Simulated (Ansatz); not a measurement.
## Si, space group Fmmm: a projected density of states, step by step

Computed with the Python package of Ansatz (0.2.0).

The script reads `si.cif`:
```cif
data_Si
_cell_length_a 5.351147
_cell_length_b 5.237088
_cell_length_c 3.597560
_cell_angle_alpha 71.85518
_cell_angle_beta 68.43755
_cell_angle_gamma 39.70727
_symmetry_space_group_name_H-M 'P 1'
_symmetry_Int_Tables_number 1
loop_
_symmetry_equiv_pos_as_xyz
'x, y, z'
loop_
_atom_site_label
_atom_site_type_symbol
_atom_site_fract_x
_atom_site_fract_y
_atom_site_fract_z
Si1 Si    0.727394    0.272606    0.727394
Si2 Si    0.272606    0.727394    0.272606
Si3 Si    0.779769    0.779769    0.220231
Si4 Si    0.220231    0.220231    0.779769
```

Run as a notebook:

```python
import warnings

import ansatz as az
from ase.io import read
import matplotlib.pyplot as plt
import numpy as np
```

```python
warnings.simplefilter("ignore", az.DeckWarning)
```

```python
atoms = read("si.cif")
si = az.Crystal.from_ase(atoms)
```

```python
[site.symbol for site in si.resolved().sites]
```

    ['Si', 'Si', 'Si', 'Si']

```python
setup = si.calculation()
setup = setup.functional(az.Functional.PBE, dispersion="d3bjatm").basis(510)
setup = setup.kpoints(7, 7, 7)
setup = setup.occupations("cold", width=0.05).scf(extra_bands=14)
setup = setup.density_of_states(projected=True, method="smearing", broadening_width=0.15, energy_step=0.1)
with warnings.catch_warnings(record=True) as caught:
    warnings.simplefilter("always")
    res = setup.run()
print("warnings raised:", sorted(w.category.__name__ for w in caught) or "none")
report = res.report

type(res).__name__, type(report).__name__
```

    warnings raised: none
    ('RunOutcome', 'dict')

```python
res.lattice.cell_ang
```

    array([[ 5.35114669e+00,  3.67353182e-07,  1.02936636e-07],
           [ 4.02898868e+00,  3.34579459e+00, -3.21236361e-09],
           [ 1.32215771e+00,  1.61522782e-01,  3.34189320e+00]])

```python
dos = res.density_of_states()
energy = np.asarray(dos.energies_ev) - dos.fermi_ev
curves = {}
for site in res.projected_density_of_states().sites:
    for shell in site.shells:
        weight = sum(np.sum(curve.g_bin_mean_per_ev, axis=0) for curve in shell.curves)
        name = f"{site.species} {shell.label}"
        curves[name] = curves.get(name, 0) + weight
```

```python
window = (energy > -10) & (energy < 4)
fig, ax = plt.subplots(figsize=(5.5, 3.5))
for name, g in curves.items():
    if g[window].max() > 0.05:
        ax.plot(energy[window], g[window], label=name, lw=1)
        print(f"{name:8s} peak {g[window].max():7.3f} states/eV at {energy[window][g[window].argmax()]:6.2f} eV")
ax.set(xlabel="E - E_F (eV)", ylabel="states/eV")
ax.legend(fontsize=7)
fig.tight_layout()
fig.savefig("pdos.png", dpi=100)
```

    Si 3S    peak   0.796 states/eV at  -7.36 eV
    Si 3P    peak   2.022 states/eV at  -1.66 eV

What to keep in mind:
- Dispersion corrections can be off by several per cent in the lattices of metals, and by several GPa in the pressure at a fixed cell.
- For a metal this k-point mesh is coarse: on a finer one energies can move by several to tens of meV an atom and pressures by half a GPa or more, differences at one mesh by less.
- Peaks are the largest values inside the energy window taken; deeper bands lie outside it.
- This isn't the structure that Si takes at ambient conditions.
- Curves are summed over the cell's atoms. Only shells that the potentials hold have channels, so projections don't add up to the total, least of all where a shell is missing (p of most metals); heights and places of peaks move with the mesh.
- The density of states is complete only as far up as bands were computed.
- The whole script took 7.9 s on 1 thread of Arm Neoverse V1 (shared host), peak memory 0.49 GiB.
